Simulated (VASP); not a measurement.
Consider the following.

```
CELL_PARAMETERS angstrom
      1.80605    -3.12816     0.00000
      1.80605     3.12816     0.00000
      0.00000     0.00000     3.84757
ATOMIC_POSITIONS crystal
  Li 0.33333 0.66667 0.00000
  Li 0.66667 0.33333 0.00000
  Li 0.00000 0.00000 0.50000
  N  0.00000 0.00000 0.00000
```

All values below come from PBEsol GGA, VASP's PBE PAW potentials (set 64) (plane waves; VASP). Settings: 600 eV cut-off, 6×6×6 Γ-centred mesh, Gaussian smearing of 0.050 eV, potentials Li_sv N.

Energy and stress use the plane-wave basis of the starting cell.

Problem. The ions, cell shape and volume at an external pressure of 15.0 GPa are relaxed. What does this cell relax into?

Solution. 
```
CELL_PARAMETERS angstrom
      1.69278    -2.93197     0.00000
      1.69278     2.93197     0.00000
      0.00000     0.00000     3.60300
ATOMIC_POSITIONS crystal
  Li 0.33333 0.66667 0.00000
  Li 0.66667 0.33333 0.00000
  Li 0.00000 0.00000 0.50000
  N  0.00000 0.00000 0.00000
```
Space group P6/mmm (191), at a tolerance of 0.03 Å.

Problem. How do energy and volume change from the first to the last step?

Solution. The energy (σ→0) changes by +75.7 meV/atom and the volume by -17.7 %, in 5 ionic steps.

| step | E(σ→0) (eV) | max force (eV/Å) | pressure (GPa) | volume (Å³) |
|---|---|---|---|---|
| 1 | -16.1284 | 0.000 | -0.22 | 43.47 |
| 2 | -15.9488 | 0.000 | 10.83 | 37.30 |
| 3 | -15.8388 | 0.000 | 14.63 | 35.91 |
| 4 | -15.8257 | 0.000 | 15.05 | 35.77 |
| 5 | -15.8256 | 0.000 | 15.06 | 35.76 |

The compound is Li3N in the alpha structure. This run relaxes it under an external pressure of 15 GPa. Symmetry was kept, so distortions that lower it aren't found.
